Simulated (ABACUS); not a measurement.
# Sb in ABACUS: the effect of strain along c

Crystal: Sb.

```
CELL_PARAMETERS angstrom
-1.83391 1.90877 1.83391
1.90877 -1.83391 1.83391
1.75906 1.75906 -1.75906
ATOMIC_POSITIONS crystal
Sb 0.00000 0.00000 0.00000
```

The cell isn't the ideal one: cell strained by -0.06 along c.

Alike in all runs:

* Program: ABACUS 3.10.1
* Task: single point
* Functional: PBE
* Potentials or basis: PseudoDojo NC SR 0.4.1 PBE standard
* Cutoff: 1102 eV
* Density cutoff: 4408 eV
* Basis: plane waves
* k mesh: 7 × 7 × 7
* Occupations: fermi-dirac, width 0.05 eV
* Spin: no spin polarisation
* Radial cutoff of the potentials (pseudo_rcut): 7 bohr
* SCF threshold on the density: 1e-08
* Max SCF steps: 100
* Eigensolver: dav
* Mixing: broyden
* Mixing share: 0.7

```csv
strain along c,pressure (GPa)
-0.06,7.7
-0.03,4.8
0,2.4
0.03,1.0
0.06,?
```

Task: What does the run with strain along c 0.06 give?

Result: Pressure -0.2 GPa.

Worked out: A parabola through the other rows of the pressure, of slope -12.5 GPa per unit of strain along c there, extrapolates to 0.2 GPa, against the run's -0.2.
